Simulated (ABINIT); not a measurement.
## Sb: single point with PBEsol

Sb:

```
Sb
1.0
     2.15420    1.24373    3.75800
    -2.15420    1.24373    3.75800
     0.00000   -2.48746    3.75800
Sb
2
Direct
  0.76764 0.75507 0.76479
  0.25004 0.22744 0.22232
```

The cell isn't the ideal one: atoms moved at random, drawn with an rms of 0.05 Å.

| Property | Result |
| --- | --- |
| Program | ABINIT 10.8.3 (patched build) |
| Task | single point |
| Functional | PBEsol |
| Potentials or basis | PseudoDojo NC SR PBEsol v0.4.1 standard |
| Cutoff | 1088 eV |
| k mesh | 8 × 8 × 8 |
| Occupations | fermi-dirac, width 0.05 eV |
| Spin | no spin polarisation |

```yaml
Pressure: -0.5 GPa
Largest_force: 0.110 eV/Å
Band_gap_on_the_k_mesh: none (metal or under the smearing width)
Valence_electrons_inside_the_program's_atomic_spheres: Sb 11.20 (radii [1.0584] Å)
```

Forces in eV/Å, atoms in the order of the input:
```
Sb   0.050  0.087  0.045
Sb  -0.050 -0.087 -0.045
```

Stress tensor (GPa, compression positive):
```
-0.18  0.13 -0.24
 0.13 -0.37 -0.46
-0.24 -0.46 -1.09
```

Levels at points of the mesh, in eV from the Fermi level:
| k point | band 12 | band 13 | band 14 | band 15 | band 16 | band 17 | band 18 | band 19 |
| --- | --- | --- | --- | --- | --- | --- | --- | --- |
| (0.00, 0.00, 0.00) | -4.91 | -2.16 | -1.83 | -1.70 | 2.21 | 2.60 | 2.83 | 5.04 |
| (0.50, 0.00, 0.00) | -9.83 | -1.86 | -1.78 | -0.32 | -0.19 | 0.00 | 0.30 | 7.65 |
| (0.00, 0.50, 0.00) | -9.72 | -1.82 | -1.80 | -0.34 | -0.28 | 0.01 | 0.34 | 7.59 |
| (0.50, 0.50, 0.00) | -7.85 | -5.64 | -3.79 | -3.67 | 1.47 | 4.89 | 5.45 | 6.78 |
| (0.00, 0.00, 0.50) | -9.55 | -1.87 | -1.70 | -0.48 | -0.35 | 0.09 | 0.35 | 7.51 |
| (0.50, 0.00, 0.50) | -8.00 | -5.54 | -3.84 | -3.64 | 1.54 | 4.89 | 5.37 | 6.85 |
| (0.00, 0.50, 0.50) | -8.11 | -5.46 | -3.87 | -3.63 | 1.60 | 4.87 | 5.31 | 6.90 |
| (0.50, 0.50, 0.50) | -9.17 | -1.38 | -1.08 | -0.45 | -0.11 | 0.19 | 0.97 | 7.08 |

Wall time 6.6 min on 4 MPI ranks on AMD EPYC 7R43 64-Core Processor (Zen 3), on a shared host, peak memory 0.68 GiB a rank.

The run has no spin-orbit coupling, so splittings on Sb are missing.
